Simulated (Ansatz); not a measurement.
# WSe2: a Se atom hops into a vacancy

Aim: the barrier for Se23 to jump 3.36 Å into the empty Se site beside it, in a 2×2×1 supercell of WSe2 with one Se atom removed. The band relaxes its own ends first.

Program: Ansatz 0.2.0. Level of theory: DFT PBE, plane waves, PAW, scalar-relativistic, no spin polarisation. These are calculated values, not measurements.

## Step 1: The system as given

The cell holds 23 atoms (Se15W8): a = 6.658 Å, b = 6.658 Å, c = 13.124 Å, α = 90.00°, β = 90.00°, γ = 60.00°.

The empty site lies at (-0.02, 9.55, 1.58) Å, and Se23 starts at (0.00, 9.64, 4.93) Å. All atoms were shaken by about 0.02 Å to break the symmetry.

Coordinates:

```xyz
23
Lattice="3.3290 5.7661 0.0000 -3.3290 5.7661 0.0000 0.0000 0.0000 13.1239" Properties=species:S:1:pos:R:3 pbc="T T T"
W     0.0120    1.9236    3.2931
W     0.0216    3.8605    9.8102
Se    0.0338    1.9145    8.1338
Se    0.0075    3.8654    1.5965
Se    0.0168    1.9334   11.5004
Se   -0.0002    3.8813    4.9973
W    -1.6326    4.7974    3.2840
W    -1.6711    6.7300    9.8294
Se   -1.6513    4.8061    8.1466
Se   -1.6457    6.7307    1.6263
Se   -1.6571    4.8314   11.5477
Se   -1.6268    6.6885    4.9916
W     1.6820    4.8127    3.2945
W     1.6263    6.7307    9.8510
Se    1.6407    4.8052    8.1440
Se    1.6841    6.6840    1.6011
Se    1.6900    4.7617   11.5434
Se    1.6597    6.7550    4.9757
W     0.0173    7.6773    3.2776
W    -0.0404    9.6058    9.7993
Se   -0.0196    7.6588    8.1365
Se    0.0064    7.6979   11.5134
Se   -0.0042    9.6383    4.9307
```

## Step 2: Relaxing the ends and the band

crystal.atoms is the first end and neb.final_atoms the second, which differs in Se23 alone.

input.yaml

```yaml
crystal:
  lattice:
    - [3.32903972, 5.76606594, 0.0]
    - [-3.32903972, 5.76606594, 0.0]
    - [0.0, 0.0, 13.12391]
  atoms:
    - { symbol: W, position: [0.16860226, 0.16499795, 0.25092579] }
    - { symbol: W, position: [0.33800579, 0.33152094, 0.74750768] }
    - { symbol: Se, position: [0.17108836, 0.16094781, 0.61976853] }
    - { symbol: Se, position: [0.33631648, 0.33405384, 0.1216492] }
    - { symbol: Se, position: [0.17018264, 0.16512868, 0.87629285] }
    - { symbol: Se, position: [0.33652851, 0.33659855, 0.38078204] }
    - { symbol: W, position: [0.17078926, 0.66121361, 0.25023164] }
    - { symbol: W, position: [0.33260306, 0.83457438, 0.7489658] }
    - { symbol: Se, position: [0.1687483, 0.66477087, 0.62074617] }
    - { symbol: Se, position: [0.33648332, 0.83081635, 0.12391759] }
    - { symbol: Se, position: [0.1700683, 0.66782766, 0.87989794] }
    - { symbol: Se, position: [0.33564738, 0.82432479, 0.380341] }
    - { symbol: W, position: [0.66995662, 0.16470432, 0.25103271] }
    - { symbol: W, position: [0.82790702, 0.33937975, 0.75061387] }
    - { symbol: Se, position: [0.66310017, 0.17026105, 0.62054335] }
    - { symbol: Se, position: [0.83253825, 0.32665189, 0.12199775] }
    - { symbol: Se, position: [0.66672705, 0.15907951, 0.87956677] }
    - { symbol: Se, position: [0.83502776, 0.33648776, 0.37913543] }
    - { symbol: W, position: [0.66833724, 0.66312577, 0.24974357] }
    - { symbol: W, position: [0.82689073, 0.83902721, 0.74667436] }
    - { symbol: Se, position: [0.66117995, 0.66706571, 0.61997208] }
    - { symbol: Se, position: [0.66848336, 0.6665477, 0.87728737] }
    - { symbol: Se, position: [0.83514064, 0.8364092, 0.37570675] }
kpoints:
  mp_grid: { grid: [3, 3, 1] }
magnetization:
  spin_polarized: false
scf:
  occupations: { method: gaussian, width: 0.1 }
hamiltonian:
  pseudopotentials: { kind: paw }
  xc: pbe
basis:
  ecutwfc: 420
neb:
  images: 3
  relax_end_points: true
  climbing: true
  f_tol: 0.05
  max_iterations: 40
  order_check: false
  final_atoms:
    - { symbol: W, position: [0.16860226, 0.16499795, 0.25092579] }
    - { symbol: W, position: [0.33800579, 0.33152094, 0.74750768] }
    - { symbol: Se, position: [0.17108836, 0.16094781, 0.61976853] }
    - { symbol: Se, position: [0.33631648, 0.33405384, 0.1216492] }
    - { symbol: Se, position: [0.17018264, 0.16512868, 0.87629285] }
    - { symbol: Se, position: [0.33652851, 0.33659855, 0.38078204] }
    - { symbol: W, position: [0.17078926, 0.66121361, 0.25023164] }
    - { symbol: W, position: [0.33260306, 0.83457438, 0.7489658] }
    - { symbol: Se, position: [0.1687483, 0.66477087, 0.62074617] }
    - { symbol: Se, position: [0.33648332, 0.83081635, 0.12391759] }
    - { symbol: Se, position: [0.1700683, 0.66782766, 0.87989794] }
    - { symbol: Se, position: [0.33564738, 0.82432479, 0.380341] }
    - { symbol: W, position: [0.66995662, 0.16470432, 0.25103271] }
    - { symbol: W, position: [0.82790702, 0.33937975, 0.75061387] }
    - { symbol: Se, position: [0.66310017, 0.17026105, 0.62054335] }
    - { symbol: Se, position: [0.83253825, 0.32665189, 0.12199775] }
    - { symbol: Se, position: [0.66672705, 0.15907951, 0.87956677] }
    - { symbol: Se, position: [0.83502776, 0.33648776, 0.37913543] }
    - { symbol: W, position: [0.66833724, 0.66312577, 0.24974357] }
    - { symbol: W, position: [0.82689073, 0.83902721, 0.74667436] }
    - { symbol: Se, position: [0.66117995, 0.66706571, 0.61997208] }
    - { symbol: Se, position: [0.66848336, 0.6665477, 0.87728737] }
    - { symbol: Se, position: [0.82511595, 0.83131012, 0.12011043] }
```

Started as:

```bash
$ ansatz run input.yaml --threads 4 --pin off --max-ram 8192MiB --backend cpu --events-out ev --progress --plain --runs-dir out
```

**Question.** What will these runs give? Wanted: relaxation of the ends; barrier forwards; barrier backwards; second end relative to first; highest image.

As calculated:

```
                    quantity                                                                   value
      relaxation of the ends  0.355 eV lower, moves up to 0.11 Å; 0.412 eV lower, moves up to 0.11 Å
            barrier forwards                                                                 2.67 eV
           barrier backwards                                                                 2.67 eV
second end relative to first                                                                0.000 eV
               highest image                                                   2 of 0 to 4, climbing
             band iterations                                                                      20
```

**Reading.** The barrier from the first end is 2.67 eV, 103 times kT at 300 K, which at an assumed attempt frequency of 10^13 s⁻¹ means a rate near 10^-32 s⁻¹. The ends differ by 1 meV at most. The input switches the test of curvatures off, so the top was not shown to be a first-order saddle. In 23 atoms the vacancy feels its images, and neither cell size nor mesh was tested. The k-mesh is coarse.
